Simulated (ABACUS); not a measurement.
# Ni under changes of volume

One of the cells (10.492 Å³/atom); the others are scaled copies at fixed shape and fractional positions:

```
Ni
1.0
     0.00000    1.73757    1.73757
     1.73757    0.00000    1.73757
     1.73757    1.73757    0.00000
Ni
1
Direct
  0.00000 0.00000 0.00000
```

```yaml
Program: ABACUS 3.10.1
Functional: TPSS
Potentials_or_basis: SG15 ONCV 1.2 PBE
Cutoff: 1537 eV
Density_cutoff: 6150 eV
Basis: plane waves
k_mesh: 8 × 8 × 8
Occupations: fermi-dirac, width 0.05 eV
Spin: collinear spin, ferromagnetic start
Starting_moments: "[1.0] μB"
```

```csv
volume (Å³/atom),energy over the lowest point (meV/atom),pressure (GPa)
9.862,60.70,19.9
10.072,38.87,13.6
10.282,24.78,8.0
10.492,?,?
10.702,16.53,-1.3
10.912,20.97,-5.2
11.122,0.00,-8.4
```

**Question.** What does the run at 10.492 Å³/atom give?

**Answer.** Energy over the lowest point 17.58 meV/atom; pressure 3.1 GPa.

The energies don't lie on one smooth curve, so no fit is given. The run at 11.122 Å³/atom lies farthest off, from a change of basis, grid or state.

Energies are extrapolated to zero smearing.

Caveats: all runs use coarse meshes; the potentials were made for another functional, which shifts forces and pressure.
